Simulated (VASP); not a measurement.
# BN (P6_3/mmc) in VASP: notebook

The runs below take BN through relaxation of cell and atoms, with PBE+D3(BJ), r2SCAN, PBEsol.

All numbers are computed with VASP 6.6.1; they aren't measurements. Logs are shortened: lines on timing, memory, paths and dates and some standing lists are left out, and cuts for length are marked.

## Step 1: Starting point

It takes space group P6_3/mmc (No. 194, hexagonal). The conventional cell has a = 2.506 Å, b = 2.506 Å, c = 6.584 Å, α = 90.00°, β = 90.00°, γ = 120.00°. B (site symmetry -6m2) has 3 N at 1.45 Å as nearest neighbours. Around N (site symmetry -6m2) lie 3 B at 1.45 Å.

## Step 2: Relaxation of cell and atoms, PBE+D3(BJ)

File INCAR:

```
SYSTEM = BN
PREC = Accurate ; ENCUT = 600
EDIFF = 1E-7 ; ISMEAR = 0
SIGMA = 0.03 ; LREAL = .False.
LASPH = .True. ; NELM = 80
ALGO = Normal ; ISIF = 3
LWAVE = .False. ; LCHARG = .False.
GGA = PE ; IVDW = 12
IBRION = 2 ; NSW = 90
EDIFFG = -0.005 ; KPAR = 4
```

File KPOINTS:

```
regular mesh
0
Gamma
  12 12 4
  0 0 0
```

File POSCAR:

```
BN                                      
1.0
    2.5062642032      0.0000000000      0.0000000000
   -1.2531321016      2.1704884687     -0.0000000000
    0.0000000000      0.0000000000      6.5842539460
  B               N             
     2     2
Direct
     0.3333333332999970    0.6666666667000030    0.2500000000000000
     0.6666666667000030    0.3333333332999970    0.7500000000000000
     0.3333333332999970    0.6666666667000030    0.7500000000000000
     0.6666666667000030    0.3333333332999970    0.2500000000000000
```

Potentials or basis: VASP PAW PBE potentials, release 64 (B, N).

Launch:

```bash
> cat potpaw_PBE.64/B/POTCAR potpaw_PBE.64/N/POTCAR > POTCAR
> mpirun -np 4 vasp_std > vasp.out
```

OUTCAR:

```text
SYSTEM = BN
   PREC = Accurate
   ENCUT = 600
   EDIFF = 1E-7
   ISMEAR = 0
   LREAL = .False.
   LASPH = .True.
   NELM = 80
   ISIF = 3
   GGA = PE
   IVDW = 12
   IBRION = 2
   NSW = 90
   EDIFFG = -0.005
 IVDW          = 12

 ion  position               nearest neighbor table
   1  0.333  0.667  0.250-   4 1.45   4 1.45   4 1.45
   2  0.667  0.333  0.750-   3 1.45   3 1.45   3 1.45
   3  0.333  0.667  0.750-   2 1.45   2 1.45   2 1.45
   4  0.667  0.333  0.250-   1 1.45   1 1.45   1 1.45

  LATTYP: Found a hexagonal cell.
 ALAT       =     2.5062642032
 C/A-ratio  =     2.6271188559

  Lattice vectors:

 A1 = (   2.5062642032,   0.0000000000,   0.0000000000)
 A2 = (  -1.2531321016,   2.1704884687,   0.0000000000)
 A3 = (   0.0000000000,   0.0000000000,   6.5842539460)

Analysis of symmetry for initial positions (statically):
=====================================================================
 Subroutine PRICEL returns:
 Original cell was already a primitive cell.

 Routine SETGRP: Setting up the symmetry group for a
 hexagonal supercell.

 Subroutine GETGRP returns: Found 24 space group operations
 (whereof 12 operations were pure point group operations)
 out of a pool of 24 trial point group operations.

The static configuration has the point symmetry D_3d.
 The point group associated with its full space group is D_6h.

Analysis of symmetry for dynamics (positions and initial velocities):
=====================================================================
 Subroutine PRICEL returns:
 Original cell was already a primitive cell.

 Routine SETGRP: Setting up the symmetry group for a
 hexagonal supercell.

 Subroutine GETGRP returns: Found 24 space group operations
 (whereof 12 operations were pure point group operations)
 out of a pool of 24 trial point group operations.

The dynamic configuration has the point symmetry D_3d.
 The point group associated with its full space group is D_6h.

 Subroutine INISYM returns: Found 24 space group operations
 (whereof 12 operations are pure point group operations),
 and found     1 'primitive' translations

----------------------------------------------------------------------------------------

                                     Primitive cell

  volume of cell :      35.8171

  direct lattice vectors                    reciprocal lattice vectors
     2.506264203  0.000000000  0.000000000     0.399000233  0.230362892  0.000000000
    -1.253132102  2.170488469  0.000000000     0.000000000  0.460725783  0.000000000
     0.000000000  0.000000000  6.584253946     0.000000000  0.000000000  0.151877496

  length of vectors
     2.506264203  2.506264203  6.584253946     0.460725783  0.460725783  0.151877496

  position of ions in fractional coordinates (direct lattice)
     0.333333333  0.666666667  0.250000000
     0.666666667  0.333333333  0.750000000
     0.333333333  0.666666667  0.750000000
     0.666666667  0.333333333  0.250000000

  ion indices of the primitive-cell ions
   primitive index   ion index
                 1           1
                 2           2
                 3           3
                 4           4

----------------------------------------------------------------------------------------

 KPOINTS: regular mesh

Automatic generation of k-mesh.
 Grid dimensions read from file:
 generate k-points for:   12   12    4

 Generating k-lattice:

  Cartesian coordinates                     Fractional coordinates (reciprocal lattice)
     0.033250019  0.019196908  0.000000000     0.083333333  0.000000000  0.000000000
     0.000000000  0.038393815  0.000000000     0.000000000  0.083333333  0.000000000
     0.000000000  0.000000000  0.037969374     0.000000000  0.000000000  0.250000000

  Length of vectors
     0.038393815  0.038393815  0.037969374

  Shift w.r.t. Gamma in fractional coordinates (k-lattice)
     0.000000000  0.000000000  0.000000000

 Subroutine IBZKPT returns following result:
 ===========================================

 Found     57 irreducible k-points:

 Following reciprocal coordinates:
            Coordinates               Weight
  0.000000  0.000000  0.000000      1.000000
  0.083333  0.000000  0.000000      6.000000
  0.166667  0.000000  0.000000      6.000000
  0.250000  0.000000  0.000000      6.000000
  0.333333  0.000000  0.000000      6.000000
  0.416667  0.000000  0.000000      6.000000
[... 16 lines left out ...]
  0.250000  0.000000  0.250000     12.000000
  0.333333  0.000000  0.250000     12.000000
 [... further k-points ...]
   k-points           NKPTS =     57   k-points in BZ     NKDIM =     57   number of bands    NBANDS=     12
   number of dos      NEDOS =    301   number of ions     NIONS =      4
   total plane-waves  NPLWV =  21600
   dimension x,y,z NGX =    20 NGY =   20 NGZ =   54
   dimension x,y,z NGXF=    40 NGYF=   40 NGZF=  108
   ions per type =               2   2
   NGX,Y,Z   is equivalent  to a cutoff of  13.27, 13.27, 13.63 a.u.
   NGXF,Y,Z  is equivalent  to a cutoff of  26.53, 26.53, 27.27 a.u.
 SYSTEM =  BN
   PREC   = accura    normal or accurate (medium, high low for compatibility)
   ISTART =      0    job   : 0-new  1-cont  2-samecut
   ICHARG =      2    charge: 1-file 2-atom 10-const
   ISPIN  =      1    spin polarized calculation?
   LNONCOLLINEAR =      F non collinear calculations
   LSORBIT =      F    spin-orbit coupling
   LASPH  =      T    aspherical Exc in radial PAW
   ENCUT  =  600.0 eV  44.10 Ry    6.64 a.u.   5.01  5.01 13.15*2*pi/ulx,y,z
   NELM   =     80;   NELMIN=  2; NELMDL= -5     # of ELM steps
   EDIFF  = 0.1E-06   stopping-criterion for ELM
   LREAL  =      F    real-space projection
   EDIFFG = -.5E-02   stopping-criterion for IOM
   NSW    =     90    number of steps for IOM
   IBRION =      2    ionic relax: 0-MD 1-quasi-New 2-CG
   NFREE  =      1    steps in history (QN), initial steepest desc. (CG)
   ISIF   =      3    stress and relaxation
   ISYM   =      2    0-nonsym 1-usesym 2-fastsym
   POTIM  = 0.5000    time-step for ionic-motion
   TEBEG  =    0.0;   TEEND  =   0.0 temperature during run
   PSTRESS=    0.0 pullay stress
   NELECT =      16.0000    total number of electrons
   NUPDOWN=      -1.0000    fix difference up-down
   EMIN   =  10.00;   EMAX   =-10.00  energy-range for DOS
   EFERMI =   0.00;   METHOD = LEGACY
   ISMEAR =     0;   SIGMA  =   0.03  broadening in eV -4-tet -1-fermi 0-gaus
   EFERMI_NEDOS =   21; number of points for ismear=-14 and -15
   IALGO  =     38    algorithm
   IMIX   =      4    mixing-type and parameters
     AMIX     =   0.40;   BMIX     =  1.00
     AMIX_MAG =   1.60;   BMIX_MAG =  1.00
  volume/ion in A,a.u.               =       8.95        60.43
  Fermi-wavevector in a.u.,A,eV,Ry     =   1.251463  2.364921 21.308880  1.566159
  Thomas-Fermi vector in A             =   2.385409
   LORBIT       =      0    0 simple, 1 ext, 2 COOP (PROOUT), +10 PAW based schemes
   GGA     = PE    functional components
   LHFCALC =     F    Hartree Fock is set to
   AEXX    =    0.0000 exact exchange contribution
   IVDW    =    12    specifies the selected vdW correction
   LEPSILON=     F    determine dielectric tensor
   LRPA    =     F    only Hartree local field effects (RPA)
 conjugate gradient relaxation of ions
 non-spin polarized calculation
 Gauss-broadening in eV      SIGMA  =   0.03
  energy-cutoff  :      600.00
  volume of cell :       35.82
 maximum number of plane-waves:      1224
 NGX is ok and might be reduce to    20
   NGX =  9   NGY =  9   NGZ = 27

--------------------------------------- Ionic step        1  -------------------------------------------

 number of electron      15.9999998 magnetization

 Free energy of the ion-electron system (eV)
  ---------------------------------------------------
  ext. energy  EPLUGINS =         0.00000000
  ---------------------------------------------------
  free energy    TOTEN  =       -35.15470349 eV

  energy without entropy =      -35.15470349  energy(sigma->0) =      -35.15470349

------------------------ aborting loop because EDIFF is reached ----------------------------------------

 Edisp (eV)   -0.56942

 E8    (eV) :    -0.1669

  FORCE on cell =-STRESS in cart. coord.  units (eV):
  Direction    XX          YY          ZZ          XY          YZ          ZX
  --------------------------------------------------------------------------------------
  -------------------------------------------------------------------------------------
  Total       0.00801     0.00801    -0.02583     0.00000     0.00000     0.00000
  in kB       0.35845     0.35845    -1.15544     0.00000     0.00000     0.00000
  external pressure =       -0.15 kB  Pullay stress =        0.00 kB
[... 191 lines left out ...]
  energy  without entropy=      -35.7241382408  energy(sigma->0) =      -35.72413824

--------------------------------------- Ionic step        6  -------------------------------------------

 number of electron      15.9999998 magnetization

 Free energy of the ion-electron system (eV)
  ---------------------------------------------------
  ext. energy  EPLUGINS =         0.00000000
  ---------------------------------------------------
  free energy    TOTEN  =       -35.15373534 eV

  energy without entropy =      -35.15373534  energy(sigma->0) =      -35.15373534

 E-fermi :   2.5076     XC(G=0): -10.1305

 val. band max:        2.3477901208   @ k =   0.3333   0.2500   0.0000
 cond. band min:       6.5987486910   @ k =   0.5000   0.0000   0.0000
 fundamental gap:      4.2509585703
 Fermi energy:         2.5076301663

 k-point     1 :       0.0000    0.0000    0.0000
  band No.  band energies     occupation
      1     -15.4505      2.00000
      2     -15.1327      2.00000
      3      -3.9023      2.00000
      4      -1.6690      2.00000
      5       1.0073      2.00000
      6       1.0073      2.00000
      7       1.0484      2.00000
      8       1.0484      2.00000
      9       7.6676      0.00000
     10      12.7662      0.00000
     11      13.8601      0.00000
     12      13.8601      0.00000
[... 331 lines left out ...]
 k-point    24 :       0.3333    0.0000    0.2500
  band No.  band energies     occupation
      1     -13.4343      2.00000
      2     -13.2727      2.00000
      3      -4.5414      2.00000
      4      -4.4774      2.00000
      5      -1.2353      2.00000
      6      -1.1871      2.00000
      7      -0.8622      2.00000
      8       0.4146      2.00000
      9       9.1680      0.00000
     10       9.7873      0.00000
     11      11.3441      0.00000
     12      12.5357      0.00000

 [... further k-points ...]

------------------------ aborting loop because EDIFF is reached ----------------------------------------

 Edisp (eV)   -0.57042

 E8    (eV) :    -0.1672

  FORCE on cell =-STRESS in cart. coord.  units (eV):
  Direction    XX          YY          ZZ          XY          YZ          ZX
  --------------------------------------------------------------------------------------
  -------------------------------------------------------------------------------------
  Total      -0.01542    -0.01542    -0.01442     0.00000    -0.00000     0.00000
  in kB      -0.69072    -0.69072    -0.64595     0.00000    -0.00000     0.00000
  external pressure =       -0.68 kB  Pullay stress =        0.00 kB
[... 19 lines left out ...]
  FREE ENERGIE OF THE ION-ELECTRON SYSTEM (eV)
  ---------------------------------------------------
  free  energy   TOTEN  =       -35.7241511443 eV

  energy  without entropy=      -35.7241511443  energy(sigma->0) =      -35.72415114

 reached required accuracy - stopping structural energy minimisation
```

Run time: 20 s. Hardware: 4 MPI ranks of Intel Xeon 6975P-C (Granite Rapids), shared host; peak memory 0.16 GiB.

Results:

```
Free energy                            : -35.7242 eV
Relaxed volume                         : 8.94 Å³/atom
Relaxed cell                           : a = 2.507 Å, b = 2.507 Å, c = 6.574 Å, α = 90.00°, β = 90.00°, γ = 120.00°
Space group after relaxing (to 0.05 Å) : P6_3/mmc (No. 194)
Energy gained by relaxing              : 0.0 meV/atom
Ionic steps                            : 6
Pressure after relaxing                : -0.1 GPa
Band gap on the k mesh                 : 4.25 eV, indirect (least direct gap 4.63 eV)
Dispersion energy per atom             : -0.143 eV
```

Final structure:
```xyz
4
Lattice="2.5065 0.0000 0.0000 -1.2533 2.1707 0.0000 0.0000 0.0000 6.5737" Properties=species:S:1:pos:R:3 pbc="T T T"
B     0.0000    1.4471    1.6434
B     1.2533    0.7236    4.9303
N     0.0000    1.4471    4.9303
N     1.2533    0.7236    1.6434
```

Levels at points of the mesh, in eV from the valence-band top:
```
           k point  band 4  band 5  band 6  band 7  band 8  band 9  band 10  band 11  band 12
(0.00, 0.00, 0.00)   -4.02   -1.34   -1.34   -1.30   -1.30    5.32    10.42    11.51    11.51
(0.50, 0.00, 0.00)   -8.83   -4.15   -4.07   -1.48   -0.41    4.25     5.68     9.51     9.91
(0.00, 0.00, 0.50)   -5.26   -1.32   -1.32   -1.32   -1.32    7.74     7.74    11.58    11.58
(0.50, 0.00, 0.50)   -8.87   -4.11   -4.11   -0.92   -0.92    4.72     4.72     9.89     9.89
```

A k mesh can miss the band edges. PBE gaps usually lie below the measured ones, often by a third to a half.

## Step 3: Relaxation of cell and atoms, r2SCAN

File INCAR:

```
ALGO = Normal
EDIFF = 1E-6
EDIFFG = -0.01
ENCUT = 600
IBRION = 2
ISIF = 3
ISMEAR = 0
LASPH = T
LCHARG = F
LMIXTAU = T
LREAL = F
LWAVE = F
METAGGA = R2SCAN
NELM = 80
NSW = 90
PREC = Accurate
SIGMA = 0.03
```

File KPOINTS:

```
k-points
0
Gamma
  12 12 4
```

File POSCAR:

```
BN
1.0
    2.4982400000      0.0000000000      0.0000000000
   -1.2491200000      2.1635393048      0.0000000000
    0.0000000000      0.0000000000      6.6357000000
B N
2 2
Direct
    0.3333333333      0.6666666667      0.2500000000
    0.6666666667      0.3333333333      0.7500000000
    0.3333333333      0.6666666667      0.7500000000
    0.6666666667      0.3333333333      0.2500000000
```

Potentials or basis: VASP PAW PBE potentials, release 64 (B, N).

Launch:

```bash
> cat potpaw_PBE.64/B/POTCAR potpaw_PBE.64/N/POTCAR > POTCAR
> mpirun -np 1 vasp_std > vasp.out
```

OUTCAR:

```text
EDIFF = 1E-6
   EDIFFG = -0.01
   ENCUT = 600
   IBRION = 2
   ISIF = 3
   ISMEAR = 0
   LASPH = T
   LREAL = F
   METAGGA = R2SCAN
   NELM = 80
   NSW = 90
   PREC = Accurate

 ion  position               nearest neighbor table
   1  0.333  0.667  0.250-   4 1.44   4 1.44   4 1.44
   2  0.667  0.333  0.750-   3 1.44   3 1.44   3 1.44
   3  0.333  0.667  0.750-   2 1.44   2 1.44   2 1.44
   4  0.667  0.333  0.250-   1 1.44   1 1.44   1 1.44

  LATTYP: Found a hexagonal cell.
 ALAT       =     2.4982400000
 C/A-ratio  =     2.6561499296

  Lattice vectors:

 A1 = (   2.4982400000,   0.0000000000,   0.0000000000)
 A2 = (  -1.2491200000,   2.1635393048,   0.0000000000)
 A3 = (   0.0000000000,   0.0000000000,   6.6357000000)

Analysis of symmetry for initial positions (statically):
=====================================================================
 Subroutine PRICEL returns:
 Original cell was already a primitive cell.

 Routine SETGRP: Setting up the symmetry group for a
 hexagonal supercell.

 Subroutine GETGRP returns: Found 24 space group operations
 (whereof 12 operations were pure point group operations)
 out of a pool of 24 trial point group operations.

[... 179 lines left out ...]
  Total        0.4338677      0.4338677      0.1876071      0.0000000     -0.0000000      0.0000000
  in kB       19.3812675     19.3812675      8.3805829      0.0000000     -0.0000000      0.0000000
  external PRESSURE =      15.7143726 kB  Pullay stress =       0.0000000 kB
[... 253 lines left out ...]
--------------------------------------- Ionic step        8  -------------------------------------------

 number of electron      16.0000000 magnetization

 Free energy of the ion-electron system (eV)
  ---------------------------------------------------
  ext. energy  EPLUGINS =         0.00000000
  ---------------------------------------------------
  free energy    TOTEN  =       -38.59878619 eV

  energy without entropy =      -38.59878619  energy(sigma->0) =      -38.59878619

 E-fermi :   1.9354     XC(G=0): -10.5365

 val. band max:        1.7786102600   @ k =   0.3333   0.3333   0.5000
 cond. band min:       6.6964129934   @ k =   0.5000   0.0000   0.0000
 fundamental gap:      4.9178027335
 Fermi energy:         1.9354288959

 k-point     1 :       0.0000    0.0000    0.0000
  band No.  band energies     occupation
      1     -16.9995      2.00000
      2     -16.7706      2.00000
      3      -4.4794      2.00000
      4      -2.5939      2.00000
      5       0.4273      2.00000
      6       0.4273      2.00000
      7       0.4558      2.00000
      8       0.4558      2.00000
      9       7.2023      0.00000
     10      12.4397      0.00000
     11      14.1063      0.00000
     12      14.1063      0.00000
[... 331 lines left out ...]
 k-point    24 :       0.3333    0.0000    0.2500
  band No.  band energies     occupation
      1     -14.9240      2.00000
      2     -14.8086      2.00000
      3      -5.3973      2.00000
      4      -5.3534      2.00000
      5      -1.9219      2.00000
      6      -1.8879      2.00000
      7      -1.3755      2.00000
      8      -0.3062      2.00000
      9       9.3338      0.00000
     10       9.8330      0.00000
     11      11.2409      0.00000
     12      12.7442      0.00000

 [... further k-points ...]
[... 5 lines left out ...]
  --------------------------------------------------------------------------------------
  -------------------------------------------------------------------------------------
  Total        0.0295955      0.0295955     -0.0037997      0.0000000      0.0000000      0.0000000
  in kB        1.2773362      1.2773362     -0.1639954      0.0000000      0.0000000      0.0000000
  external PRESSURE =       0.7968923 kB  Pullay stress =       0.0000000 kB
[... 19 lines left out ...]
  FREE ENERGIE OF THE ION-ELECTRON SYSTEM (eV)
  ---------------------------------------------------
  free  energy   TOTEN  =       -38.5987861904 eV

  energy  without entropy=      -38.5987861904  energy(sigma->0) =      -38.59878619

 reached required accuracy - stopping structural energy minimisation
```

It took 5.1 min on 1 thread of Intel Xeon 6975P-C (Granite Rapids), shared host; peak memory 0.17 GiB.

What came out:

```yaml
Free_energy: -38.5988 eV
Relaxed_volume: 9.28 Å³/atom
Relaxed_cell: a = 2.502 Å, b = 2.502 Å, c = 6.846 Å, α = 90.00°, β = 90.00°, γ = 120.00°
Space_group_after_relaxing_to_0.05_Å: P6_3/mmc (No. 194)
Energy_gained_by_relaxing: 0.9 meV/atom
Ionic_steps: 8
Pressure_after_relaxing: 0.1 GPa
Band_gap_on_the_k_mesh: 4.92 eV, indirect (least direct gap 5.37 eV)
```

Stress tensor (GPa, compression positive):
```
 0.13  0.00  0.00
 0.00  0.13  0.00
 0.00  0.00 -0.02
```

Step by step:
```
step  energy change (eV)  largest force (eV/Å)  pressure (GPa)  volume (Å³)
   1              0.0000                0.0000            1.57        35.87
   2              0.0019                0.0000           -2.28        36.32
   3             -0.0009                0.0000            0.16        36.03
   4             -0.0012                0.0000            0.15        36.10
   5             -0.0021                0.0000            0.13        36.32
   6             -0.0032                0.0000            0.10        36.76
   7             -0.0029                0.0000            0.07        37.63
   8             -0.0034                0.0000            0.08        37.12
```

Final structure:
```
CELL_PARAMETERS angstrom
2.50225 0.00000 0.00000
-1.25112 2.16701 0.00000
0.00000 0.00000 6.84603
ATOMIC_POSITIONS crystal
B 0.33333 0.66667 0.25000
B 0.66667 0.33333 0.75000
N 0.33333 0.66667 0.75000
N 0.66667 0.33333 0.25000
```

Caveat: the PAW data sets were made with another functional, which shifts forces and pressure a little.

(Continued in part 2 of 2.)
